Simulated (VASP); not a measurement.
# C (Fd-3m) in VASP: further runs

Aim: see how the results for C move with the level of theory and the settings. Levels: PBE, r2SCAN, HSE06. Tasks: single point.

Program: VASP 6.6.1. These are calculated values, not measurements. Logs are shortened: lines on timing, memory, paths and dates and some standing lists are left out, and cuts for length are marked.

## Step 1: The structure

The structure is cubic, space group Fd-3m (No. 227). Conventional cell: a = 3.567 Å, b = 3.567 Å, c = 3.567 Å, α = 90.00°, β = 90.00°, γ = 90.00°. C (site symmetry -43m) has 4 C at 1.54 Å as nearest neighbours.

This isn't the form of C at room conditions, which is graphite.

## Step 2: Single point, PBE

INCAR reads:

```
  PREC = Accurate
  ENCUT = 520
  EDIFF = 1E-6
  ISMEAR = -1
  SIGMA = 0.02
  LREAL = False
  LASPH = True
  NELM = 100
  ALGO = Normal
  ISIF = 2
  LWAVE = False
  LCHARG = True
  GGA = PE
  LVHAR = True
  KPAR = 4
```

KPOINTS reads:

```
regular mesh
0
Gamma
  11 11 11
```

POSCAR reads:

```
C
1.0
    0.0000000000      1.7833700000      1.7833700000
    1.7833700000      0.0000000000      1.7833700000
    1.7833700000      1.7833700000      0.0000000000
C
2
Direct
    0.0000000000      0.0000000000      0.0000000000
    0.2500000000      0.2500000000      0.2500000000
```

Potentials or basis: VASP PAW PBE potentials, release 64 (C).

Started as:

```
cat potpaw_PBE.64/C/POTCAR > POTCAR
mpirun -np 4 vasp_std > vasp.out
```

OUTCAR:

```text
PREC = Accurate
   ENCUT = 520
   EDIFF = 1E-6
   ISMEAR = -1
   LREAL = False
   LASPH = True
   NELM = 100
   ISIF = 2
   GGA = PE

 ion  position               nearest neighbor table
   1  0.000  0.000  0.000-   2 1.54   2 1.54   2 1.54   2 1.54
   2  0.250  0.250  0.250-   1 1.54   1 1.54   1 1.54   1 1.54

  LATTYP: Found a face centered cubic cell.
 ALAT       =     3.5667400000

  Lattice vectors:

 A1 = (   0.0000000000,   1.7833700000,   1.7833700000)
 A2 = (   1.7833700000,   0.0000000000,   1.7833700000)
 A3 = (   1.7833700000,   1.7833700000,   0.0000000000)

Analysis of symmetry for initial positions (statically):
=====================================================================
 Subroutine PRICEL returns:
 Original cell was already a primitive cell.

 Routine SETGRP: Setting up the symmetry group for a
 face centered cubic supercell.

 Subroutine GETGRP returns: Found 48 space group operations
 (whereof 24 operations were pure point group operations)
 out of a pool of 48 trial point group operations.

The static configuration has the point symmetry T_d .
 The point group associated with its full space group is O_h .

Analysis of symmetry for dynamics (positions and initial velocities):
=====================================================================
 Subroutine PRICEL returns:
 Original cell was already a primitive cell.

 Routine SETGRP: Setting up the symmetry group for a
 face centered cubic supercell.

 Subroutine GETGRP returns: Found 48 space group operations
 (whereof 24 operations were pure point group operations)
 out of a pool of 48 trial point group operations.

The dynamic configuration has the point symmetry T_d .
 The point group associated with its full space group is O_h .

 Subroutine INISYM returns: Found 48 space group operations
 (whereof 24 operations are pure point group operations),
 and found     1 'primitive' translations

----------------------------------------------------------------------------------------

                                     Primitive cell

  volume of cell :      11.3437

  direct lattice vectors                    reciprocal lattice vectors
     0.000000000  1.783370000  1.783370000    -0.280368067  0.280368067  0.280368067
     1.783370000  0.000000000  1.783370000     0.280368067 -0.280368067  0.280368067
     1.783370000  1.783370000  0.000000000     0.280368067  0.280368067 -0.280368067

  length of vectors
     2.522066041  2.522066041  2.522066041     0.485611737  0.485611737  0.485611737

  position of ions in fractional coordinates (direct lattice)
     0.000000000  0.000000000  0.000000000
     0.250000000  0.250000000  0.250000000

  ion indices of the primitive-cell ions
   primitive index   ion index
                 1           1
                 2           2

----------------------------------------------------------------------------------------

 KPOINTS: regular mesh

Automatic generation of k-mesh.
 Grid dimensions read from file:
 generate k-points for:   11   11   11

 Generating k-lattice:

  Cartesian coordinates                     Fractional coordinates (reciprocal lattice)
    -0.025488006  0.025488006  0.025488006     0.090909091  0.000000000  0.000000000
     0.025488006 -0.025488006  0.025488006     0.000000000  0.090909091  0.000000000
     0.025488006  0.025488006 -0.025488006     0.000000000  0.000000000  0.090909091

  Length of vectors
     0.044146522  0.044146522  0.044146522

  Shift w.r.t. Gamma in fractional coordinates (k-lattice)
     0.000000000  0.000000000  0.000000000

 Subroutine IBZKPT returns following result:
 ===========================================

 Found     56 irreducible k-points:

 Following reciprocal coordinates:
            Coordinates               Weight
  0.000000  0.000000  0.000000      1.000000
  0.090909  0.000000  0.000000      8.000000
  0.181818  0.000000  0.000000      8.000000
  0.272727  0.000000  0.000000      8.000000
  0.363636  0.000000  0.000000      8.000000
  0.454545  0.000000  0.000000      8.000000
[... 16 lines left out ...]
 -0.272727  0.181818  0.000000     24.000000
 -0.181818  0.181818  0.000000     12.000000
 [... further k-points ...]
   k-points           NKPTS =     56   k-points in BZ     NKDIM =     56   number of bands    NBANDS=      8
   number of dos      NEDOS =    301   number of ions     NIONS =      2
   total plane-waves  NPLWV =   8000
   dimension x,y,z NGX =    20 NGY =   20 NGZ =   20
   dimension x,y,z NGXF=    40 NGYF=   40 NGZF=   40
   ions per type =               2
   NGX,Y,Z   is equivalent  to a cutoff of  13.18, 13.18, 13.18 a.u.
   NGXF,Y,Z  is equivalent  to a cutoff of  26.37, 26.37, 26.37 a.u.
 SYSTEM =  unknown system
   PREC   = accura    normal or accurate (medium, high low for compatibility)
   ISTART =      0    job   : 0-new  1-cont  2-samecut
   ICHARG =      2    charge: 1-file 2-atom 10-const
   ISPIN  =      1    spin polarized calculation?
   LNONCOLLINEAR =      F non collinear calculations
   LSORBIT =      F    spin-orbit coupling
   LASPH  =      T    aspherical Exc in radial PAW
   ENCUT  =  520.0 eV  38.22 Ry    6.18 a.u.   4.69  4.69  4.69*2*pi/ulx,y,z
   NELM   =    100;   NELMIN=  2; NELMDL= -5     # of ELM steps
   EDIFF  = 0.1E-05   stopping-criterion for ELM
   LREAL  =      F    real-space projection
   EDIFFG = 0.1E-04   stopping-criterion for IOM
   NSW    =      0    number of steps for IOM
   IBRION =     -1    ionic relax: 0-MD 1-quasi-New 2-CG
   NFREE  =      0    steps in history (QN), initial steepest desc. (CG)
   ISIF   =      2    stress and relaxation
   ISYM   =      2    0-nonsym 1-usesym 2-fastsym
   POTIM  = 0.5000    time-step for ionic-motion
   TEBEG  =    0.0;   TEEND  =   0.0 temperature during run
   PSTRESS=    0.0 pullay stress
   NELECT =       8.0000    total number of electrons
   NUPDOWN=      -1.0000    fix difference up-down
   EMIN   =  10.00;   EMAX   =-10.00  energy-range for DOS
   EFERMI =   0.00;   METHOD = LEGACY
   ISMEAR =    -1;   SIGMA  =   0.02  broadening in eV -4-tet -1-fermi 0-gaus
   EFERMI_NEDOS =   21; number of points for ismear=-14 and -15
   IALGO  =     38    algorithm
   IMIX   =      4    mixing-type and parameters
     AMIX     =   0.40;   BMIX     =  1.00
     AMIX_MAG =   1.60;   BMIX_MAG =  1.00
  volume/ion in A,a.u.               =       5.67        38.28
  Fermi-wavevector in a.u.,A,eV,Ry     =   1.457203  2.753714 28.891161  2.123440
  Thomas-Fermi vector in A             =   2.574032
   LORBIT       =      0    0 simple, 1 ext, 2 COOP (PROOUT), +10 PAW based schemes
   GGA     = PE    functional components
   LHFCALC =     F    Hartree Fock is set to
   AEXX    =    0.0000 exact exchange contribution
   IVDW    =     0    specifies the selected vdW correction
   LEPSILON=     F    determine dielectric tensor
   LRPA    =     F    only Hartree local field effects (RPA)
 non-spin polarized calculation
  energy-cutoff  :      520.00
  volume of cell :       11.34
 maximum number of plane-waves:       316
   NGX =  9   NGY =  9   NGZ =  9

 number of electron       7.9999999 magnetization

 Free energy of the ion-electron system (eV)
  ---------------------------------------------------
  ext. energy  EPLUGINS =         0.00000000
  ---------------------------------------------------
  free energy    TOTEN  =       -18.18523198 eV

  energy without entropy =      -18.18523198  energy(sigma->0) =      -18.18523198

 E-fermi :  10.0936     XC(G=0): -13.2509

 val. band max:        9.7301056249   @ k =   0.0000   0.0000   0.0000
 cond. band min:      13.8583387098   @ k =   0.3636   0.3636   0.0000
 fundamental gap:      4.1282330850
 Fermi energy:        10.0935934440

 k-point     1 :       0.0000    0.0000    0.0000
  band No.  band energies     occupation
      1     -11.7473      2.00000
      2       9.7301      2.00000
      3       9.7301      2.00000
      4       9.7301      2.00000
      5      15.3200      0.00000
      6      15.3200      0.00000
      7      15.3200      0.00000
      8      23.0620      0.00000

 k-point     2 :       0.0909    0.0000    0.0000
  band No.  band energies     occupation
      1     -11.5184      2.00000
      2       8.3048      2.00000
      3       9.3528      2.00000
      4       9.3528      2.00000
      5      15.8150      0.00000
      6      15.8150      0.00000
      7      16.1384      0.00000
      8      23.2584      0.00000

 k-point     3 :       0.1818    0.0000    0.0000
  band No.  band energies     occupation
      1     -10.8352      2.00000
      2       5.4662      2.00000
      3       8.5700      2.00000
      4       8.5700      2.00000
      5      16.8360      0.00000
      6      16.8360      0.00000
      7      17.2897      0.00000
      8      23.8145      0.00000

 k-point     4 :       0.2727    0.0000    0.0000
  band No.  band energies     occupation
      1      -9.7103      2.00000
      2       2.3661      2.00000
      3       7.8092      2.00000
      4       7.8092      2.00000
      5      17.6928      0.00000
      6      17.6928      0.00000
      7      18.0185      0.00000
      8      24.5516      0.00000

 k-point     5 :       0.3636    0.0000    0.0000
  band No.  band energies     occupation
      1      -8.1805      2.00000
      2      -0.5954      2.00000
      3       7.2536      2.00000
      4       7.2536      2.00000
      5      18.0927      0.00000
      6      18.0927      0.00000
      7      18.3974      0.00000
      8      25.1451      0.00000
[... 177 lines left out ...]
 k-point    22 :      -0.3636    0.1818    0.0000
  band No.  band energies     occupation
      1      -6.2617      2.00000
      2      -1.6592      2.00000
      3       3.6988      2.00000
      4       6.3598      2.00000
      5      17.4332      0.00000
      6      19.8674      0.00000
      7      21.2276      0.00000
      8      24.9996      0.00000

 k-point    23 :      -0.2727    0.1818    0.0000
  band No.  band energies     occupation
      1      -7.9544      2.00000
      2       0.9235      2.00000
      3       3.6874      2.00000
      4       7.1919      2.00000
      5      18.0501      0.00000
      6      18.9108      0.00000
      7      20.7961      0.00000
      8      23.8597      0.00000

 k-point    24 :      -0.1818    0.1818    0.0000
  band No.  band energies     occupation
      1      -9.3378      2.00000
      2       3.4400      2.00000
      3       4.3694      2.00000
      4       8.0879      2.00000
      5      17.7317      0.00000
      6      18.3822      0.00000
      7      19.5902      0.00000
      8      23.4016      0.00000

 [... further k-points ...]

------------------------ aborting loop because EDIFF is reached ----------------------------------------

  FORCE on cell =-STRESS in cart. coord.  units (eV):
  Direction    XX          YY          ZZ          XY          YZ          ZX
  --------------------------------------------------------------------------------------
  -------------------------------------------------------------------------------------
  Total        0.1741581      0.1741581      0.1741581     -0.0000000      0.0000000     -0.0000000
  in kB       24.5980086     24.5980086     24.5980086     -0.0000000      0.0000000     -0.0000000
  external PRESSURE =      24.5980086 kB  Pullay stress =       0.0000000 kB

 VOLUME and BASIS-vectors are now :
 -----------------------------------------------------------------------------
  energy-cutoff  :      520.00
  volume of cell :       11.34
      direct lattice vectors                 reciprocal lattice vectors
     0.000000000  1.783370000  1.783370000    -0.280368067  0.280368067  0.280368067
     1.783370000  0.000000000  1.783370000     0.280368067 -0.280368067  0.280368067
     1.783370000  1.783370000  0.000000000     0.280368067  0.280368067 -0.280368067

 POSITION                                       TOTAL-FORCE (eV/Angst)
 -----------------------------------------------------------------------------------
      0.00000      0.00000      0.00000         0.000000     -0.000000     -0.000000
      0.89168      0.89168      0.89168        -0.000000      0.000000      0.000000
 -----------------------------------------------------------------------------------
    total drift:                                0.000000      0.000000      0.000000

  FREE ENERGIE OF THE ION-ELECTRON SYSTEM (eV)
  ---------------------------------------------------
  free  energy   TOTEN  =       -18.1852319782 eV

  energy  without entropy=      -18.1852319782  energy(sigma->0) =      -18.18523198
```

Wall time 4.9 s (4 MPI ranks of Intel Xeon Platinum 8375C at 2.90GHz (Ice Lake), shared host); peak memory 0.11 GiB.

Results:

| Quantity | Value |
| --- | --- |
| Free energy | -18.1852 eV |
| Pressure | 2.5 GPa |
| Band gap on the k mesh | 4.13 eV, indirect (least direct gap 5.59 eV) |

Levels at points of the mesh, in eV from the valence-band top:
```
           k point  band 1  band 2  band 3  band 4  band 5  band 6  band 7  band 8
(0.00, 0.00, 0.00)  -21.48    0.00    0.00    0.00    5.59    5.59    5.59   13.33
```

Caveat: an odd mesh through Γ misses points on the zone boundary, where band edges often lie.

## Step 3: Single point, r2SCAN

Edit INCAR of step 2 so:

```diff
@@ -12,3 +12,4 @@
   LCHARG = True
-  GGA = PE
+  METAGGA = R2SCAN
+  LMIXTAU = True
   LVHAR = True
```

KPOINTS is that of step 2.

POSCAR is that of step 2.

Potentials or basis: VASP PAW PBE potentials, release 64 (C).

Started as:

```
cat potpaw_PBE.64/C/POTCAR > POTCAR
mpirun -np 4 vasp_std > vasp.out
```

Wall time 13 s (4 MPI ranks of Intel Xeon Platinum 8375C at 2.90GHz (Ice Lake), shared host); peak memory 0.11 GiB.

It converged, with:

| Item | Value |
| --- | --- |
| Free energy | -19.6573 eV |
| Pressure | -1.3 GPa |
| Band gap on the k mesh | 4.32 eV, indirect (least direct gap 5.84 eV) |

Levels at points of the mesh, in eV from the valence-band top:
| k point | band 1 | band 2 | band 3 | band 4 | band 5 | band 6 | band 7 | band 8 |
| --- | --- | --- | --- | --- | --- | --- | --- | --- |
| (0.00, 0.00, 0.00) | -22.70 | 0.00 | 0.00 | 0.00 | 5.84 | 5.84 | 5.84 | 13.82 |

Caveat: the PAW data sets were made with another functional, which shifts forces and pressure a little; an odd mesh through Γ misses points on the zone boundary, where band edges often lie.

## Step 4: Single point, HSE06

POSCAR is that of step 3.

INCAR.step1 reads:

```
  PREC = Accurate
  ENCUT = 520
  EDIFF = 1E-5
  ISMEAR = -1
  SIGMA = 0.02
  LREAL = False
  LASPH = True
  NELM = 100
  ALGO = Normal
  ISIF = 2
  LWAVE = True
  GGA = PE
  KPAR = 4
```

INCAR.step2 reads:

```
  PREC = Accurate
  ENCUT = 520
  EDIFF = 1E-6
  ISMEAR = -1
  SIGMA = 0.02
  LREAL = False
  LASPH = True
  NELM = 100
  ALGO = Normal
  ISIF = 2
  LWAVE = False
  LCHARG = True
  GGA = PE
  LHFCALC = True
  HFSCREEN = 0.2
  PRECFOCK = Fast
  LVHAR = True
  ISTART = 1
  KPAR = 4
```

KPOINTS reads:

```
regular mesh
0
Gamma
  8 8 8
```

Potentials or basis: VASP PAW PBE potentials, release 64 (C).

Started as:

```
cat potpaw_PBE.64/C/POTCAR > POTCAR
cp INCAR.step1 INCAR
mpirun -np 4 vasp_std > vasp.out
cp INCAR.step2 INCAR
mpirun -np 4 vasp_std > vasp.out
```

OUTCAR:

```text
PREC = Accurate
   ENCUT = 520
   EDIFF = 1E-6
   ISMEAR = -1
   LREAL = False
   LASPH = True
   NELM = 100
   ISIF = 2
   GGA = PE
   LHFCALC = True
   HFSCREEN = 0.2
   PRECFOCK = Fast
   ISTART = 1

 ion  position               nearest neighbor table
   1  0.000  0.000  0.000-   2 1.54   2 1.54   2 1.54   2 1.54
   2  0.250  0.250  0.250-   1 1.54   1 1.54   1 1.54   1 1.54

  LATTYP: Found a face centered cubic cell.
[... 461 lines left out ...]
      8      26.0874      0.00000

 [... further k-points ...]

------------------------ aborting loop because EDIFF is reached ----------------------------------------

  FORCE on cell =-STRESS in cart. coord.  units (eV):
  Direction    XX          YY          ZZ          XY          YZ          ZX
  --------------------------------------------------------------------------------------
  -------------------------------------------------------------------------------------
  Total       -0.5206100     -0.5206100     -0.5206100      0.0000000      0.0000000      0.0000000
  in kB      -73.5307027    -73.5307027    -73.5307027      0.0000000      0.0000000      0.0000000
  external PRESSURE =     -73.5307027 kB  Pullay stress =       0.0000000 kB

 VOLUME and BASIS-vectors are now :
 -----------------------------------------------------------------------------
  energy-cutoff  :      520.00
  volume of cell :       11.34
      direct lattice vectors                 reciprocal lattice vectors
     0.000000000  1.783370000  1.783370000    -0.280368067  0.280368067  0.280368067
     1.783370000  0.000000000  1.783370000     0.280368067 -0.280368067  0.280368067
     1.783370000  1.783370000  0.000000000     0.280368067  0.280368067 -0.280368067

 POSITION                                       TOTAL-FORCE (eV/Angst)
 -----------------------------------------------------------------------------------
      0.00000      0.00000      0.00000         0.000000      0.000000      0.000000
      0.89168      0.89168      0.89168        -0.000000     -0.000000     -0.000000
 -----------------------------------------------------------------------------------
    total drift:                               -0.000000     -0.000000     -0.000000

  FREE ENERGIE OF THE ION-ELECTRON SYSTEM (eV)
  ---------------------------------------------------
  free  energy   TOTEN  =       -21.0875488181 eV

  energy  without entropy=      -21.0875488181  energy(sigma->0) =      -21.08754882
```

OSZICAR.step1:

```text
N       E                     dE             d eps       ncg     rms          rms(c)
DAV:   1    -0.180316701945E+01   -0.18032E+01   -0.50046E+03   504   0.977E+02
DAV:   2    -0.187281335421E+02   -0.16925E+02   -0.16603E+02   736   0.106E+02
DAV:   3    -0.188234202429E+02   -0.95287E-01   -0.95287E-01   512   0.103E+01
DAV:   4    -0.188235663116E+02   -0.14607E-03   -0.14607E-03   664   0.429E-01
DAV:   5    -0.188235663413E+02   -0.29670E-07   -0.29669E-07   504   0.418E-03    0.556E+00
DAV:   6    -0.183443952041E+02    0.47917E+00   -0.36690E-01   472   0.484E+00    0.334E+00
DAV:   7    -0.181831384853E+02    0.16126E+00   -0.40524E-01   544   0.520E+00    0.766E-01
DAV:   8    -0.181844141792E+02   -0.12757E-02   -0.18054E-03   488   0.492E-01    0.464E-02
DAV:   9    -0.181844300582E+02   -0.15879E-04   -0.12980E-04   672   0.101E-01    0.272E-02
DAV:  10    -0.181844430950E+02   -0.13037E-04   -0.13888E-05   464   0.436E-02    0.609E-03
DAV:  11    -0.181844429546E+02    0.14038E-06   -0.38494E-08   232   0.221E-03
   1 F= -.18184443E+02 E0= -.18184443E+02  d E =-.247848E-12
```

It took 58 s on 4 MPI ranks of Intel Xeon Platinum 8375C at 2.90GHz (Ice Lake), shared host; peak memory 0.2 GiB.

Results:

```yaml
Free_energy: -21.0875 eV
Pressure: -7.4 GPa
Band_gap_on_the_k_mesh: 5.30 eV, indirect (least direct gap 6.99 eV)
```

Caveat: the PAW data sets were made with another functional, which shifts forces and pressure a little.

## Step 5: The runs side by side

| level | k mesh | grid for exact exchange (PRECFOCK) | screening parameter | gap on the mesh (eV) | pressure (GPa) |
| --- | --- | --- | --- | --- | --- |
| PBE | 11 × 11 × 11 | - | - | 4.13 | 2.5 |
| r2SCAN | 11 × 11 × 11 | - | - | 4.32 | -1.3 |
| HSE06 | 8 × 8 × 8 | Fast | 0.2 1/A | 5.30 | -7.4 |

Alike in all rows: task single point; potentials or basis VASP PAW PBE potentials, release 64 (C); no spin polarisation; cell as given; cutoff (eV) 520; smearing fermi-dirac 0.02 eV.

On the cell as given the gap runs from 4.13 eV (PBE) to 5.30 eV (HSE06); the meshes differ, which moves gaps too. The pressure there spans -7.4 GPa (HSE06) to 2.5 GPa (PBE); a positive pressure means that this level wants a larger cell, a negative one a smaller.

Caveats: an odd mesh through Γ misses points on the zone boundary, where band edges often lie (some runs); the PAW data sets were made with another functional, which shifts forces and pressure a little (some runs).

Absolute energies hang on the potentials; compare differences alone.
